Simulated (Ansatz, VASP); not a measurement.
## Two plane-wave programs on Cs

Contents of INCAR:

```
PREC = Accurate ; ENCUT = 520
EDIFF = 1E-6 ; ISMEAR = 1
SIGMA = 0.1 ; LREAL = False
LASPH = True ; NELM = 60
ALGO = Normal ; ISIF = 2
LWAVE = False ; LCHARG = False
GGA = PE ; NBANDS = 10
```

KPOINTS

```
regular mesh
0
Gamma
  7 7 7
```

Contents of POSCAR:

```
Cs
1.0
   -3.0771709509      3.0771709509      3.0771709509
    3.0771709509     -3.0771709509      3.0771709509
    3.0771709509      3.0771709509     -3.0771709509
Cs
1
Direct
    0.0000000000      0.0000000000      0.0000000000
```

Input for Ansatz:

```yaml
crystal:
  lattice:
    - [-3.0771709509, 3.0771709509, 3.0771709509]
    - [3.0771709509, -3.0771709509, 3.0771709509]
    - [3.0771709509, 3.0771709509, -3.0771709509]
  atoms:
    - { symbol: Cs, position: [0.0, 0.0, 0.0] }
hamiltonian:
  xc: pbe
  pseudopotentials:
    kind: paw
    azcp:
      Cs: "pseudopotentials/Cs.paw.azcp"
basis:
  ecutwfc: 420
  fft_grid_basis: typed
kpoints:
  mp_grid: { grid: [7, 7, 7], shift: [0, 0, 0] }
magnetization:
  spin_polarized: false
scf:
  occupations: { method: methfessel_paxton, width: 0.1 }
  lower_state_search: "off"
output:
  stress: true
  write_density: true
  write_potential: true
  elf: true
  volumetric_format: npy
```

Alike in both runs: task single point; functional PBE; k mesh 7 × 7 × 7; occupations methfessel-paxton of order 1, width 0.1 eV; no spin polarisation.

|  | VASP | Ansatz |
| --- | --- | --- |
| version | VASP 6.6.1 | Ansatz 0.2.0 |
| potentials or method | VASP PAW PBE potentials, release 64 (Cs_sv) | plane waves (420 eV) with PAW, scalar-relativistic |
| plane-wave cutoff (eV) | 520 | 420 |
| valence electrons in the cell | 9 | 9 |

```tsv
	VASP	Ansatz	Ansatz less VASP
pressure (GPa)	0.0	0.0	+0.01
```

With one functional, cell and mesh, what is left measures potentials, basis and numerics.

The runs have no spin-orbit coupling, so splittings on Cs are missing.
